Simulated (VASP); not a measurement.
Crystal: TePb.

```xyz
2
Lattice="0.0000 3.2310 3.2310 3.2310 0.0000 3.2310 3.2310 3.2310 0.0000" Properties=species:S:1:pos:R:3 pbc="T T T"
Te    3.2310    3.2310    3.2310
Pb    0.0000    0.0000    0.0000
```

```yaml
Program: VASP 6.6.1
Task: relaxation of cell and atoms
Functional: r2SCAN
Potentials_or_basis: VASP PAW PBE potentials, release 64 (Te, Pb_d)
Cutoff: 600 eV
k_mesh: 8 × 8 × 8
Occupations: gaussian, width 0.03 eV
Spin: no spin polarisation
```

At the start: pressure 1.5 GPa; volume 33.73 Å³/atom.

Task: Where does the relaxation end?

Result: Over 3 steps the energy falls by 5.4 meV/atom and the volume is 34.89 Å³/atom (+3.4 %); space group Fm-3m (No. 225, to 0.05 Å).

The path:
```
step  energy change (eV)  largest force (eV/Å)  pressure (GPa)  volume (Å³)
   1              0.0000                0.0000            1.55        67.46
   2             -0.0094                0.0000           -0.53        70.69
   3             -0.0109                0.0000            0.01        69.78
```

Final structure:
```yaml
crystal:
  lattice:
    - [0.00000, 3.26764, 3.26764]
    - [3.26764, 0.00000, 3.26764]
    - [3.26764, 3.26764, 0.00000]
  atoms:
    - { symbol: Te, position: [0.50000, 0.50000, 0.50000] }
    - { symbol: Pb, position: [0.00000, 0.00000, 0.00000] }
```

Caveat: the PAW data sets were made with another functional, which shifts forces and pressure a little.
